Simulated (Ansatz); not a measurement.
Start of a relaxation, (001) slab as cut from the bulk (P, Cmce (No. 64), (0 0 1) face):

```xyz
14
Lattice="3.2996 0.0000 0.0000 -1.6498 5.5100 0.0000 0.0000 0.0000 30.1378" Properties=species:S:1:pos:R:3 pbc="T T T"
P     1.6498    1.0516    7.5000
P     0.0000    1.0516    8.9719
P     1.6498    4.4583    9.7776
P     0.0000    4.4583   11.2495
P     1.6498    1.0516   12.0553
P     0.0000    1.0516   13.5272
P     1.6498    4.4583   14.3329
P     0.0000    4.4583   15.8048
P     1.6498    1.0516   16.6106
P     0.0000    1.0516   18.0825
P     1.6498    4.4583   18.8882
P     0.0000    4.4583   20.3601
P     1.6498    1.0516   21.1659
P     0.0000    1.0516   22.6378
```

The calculation used DFT r2SCAN, scalar-relativistic, plane waves, PAW (Ansatz). Cutoff 500 eV; k points 11×7×1 on the computed 14-atom cell (Γ-centred); Gaussian smearing, width 0.05 eV; no spin polarisation. A dipole correction removes the field between periodic images along c.

All atoms are free. The cell is fixed. Force threshold 0.02 eV/Å.

```json
{"step": "1", "E − E_final (eV)": "0.252", "largest force (eV/Å)": "1.424"}
{"step": "2", "E − E_final (eV)": "0.086", "largest force (eV/Å)": "0.328"}
{"step": "3", "E − E_final (eV)": "0.047", "largest force (eV/Å)": "0.124"}
{"step": "4", "E − E_final (eV)": "0.024", "largest force (eV/Å)": "0.272"}
{"step": "5", "E − E_final (eV)": "0.038", "largest force (eV/Å)": "0.282"}
{"step": "6", "E − E_final (eV)": "0.004", "largest force (eV/Å)": "0.101"}
{"step": "7", "E − E_final (eV)": "0.005", "largest force (eV/Å)": "0.127"}
{"step": "8", "E − E_final (eV)": "0.000", "largest force (eV/Å)": "0.018"}
```

Problem. What is the final structure?

Solution.
```xyz
14
Lattice="3.2996 0.0000 0.0000 -1.6498 5.5100 0.0000 0.0000 0.0000 30.1378" Properties=species:S:1:pos:R:3 pbc="T T T"
P     1.6494    1.1327    7.8658
P    -0.0004    0.8849    9.1981
P     1.6498    4.2827    9.9474
P    -0.0001    4.3400   11.4229
P     1.6500    1.0096   11.9414
P     0.0002    1.2373   13.4104
P     1.6503    4.6944   14.3402
P     0.0005    4.6944   15.7976
P     1.6500    1.2373   16.7274
P     0.0002    1.0096   18.1964
P     1.6497    4.3400   18.7149
P     0.0000    4.2827   20.1903
P     1.6494    0.8849   20.9397
P    -0.0004    1.1327   22.2719
```

Cost: 1 run of about 34 core-minutes, on AMD EPYC 7R43 (Zen 3) (shared hosts).